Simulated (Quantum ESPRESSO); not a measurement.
PbSe (Clausthalite):

```
CELL_PARAMETERS angstrom
0.00000 3.06065 3.06065
3.06065 0.00000 3.06065
3.06065 3.06065 0.00000
ATOMIC_POSITIONS crystal
Pb 0.00000 0.00000 0.00000
Se 0.50000 0.50000 0.50000
```

Base run:

```yaml
Program: Quantum ESPRESSO 7.5
Functional: LDA
Potentials_or_basis: SG15 PBE 1.2
Cutoff: 952 eV
Density_cutoff: 3810 eV
k_mesh: 8 × 8 × 8
Occupations: fermi-dirac, width 0.05 eV
Spin: no spin polarisation
```

Its results: band gap on the k mesh 0.06 eV, direct; pressure -1.7 GPa.

**Question.** The run is repeated on the same cell with these changes: functional from LDA to WC. What comes out?

**Answer.** Band gap on the k mesh 0.14 eV, direct; pressure -0.2 GPa.

WC binds less tightly than LDA, so the same cell stands under more pressure.

Caveats: the potentials were made for another functional, which shifts forces and pressure; spin-orbit coupling is left out, which as a rule narrows the gap of such compounds by several tenths of an eV.

Not every run made on this cell is shown here.
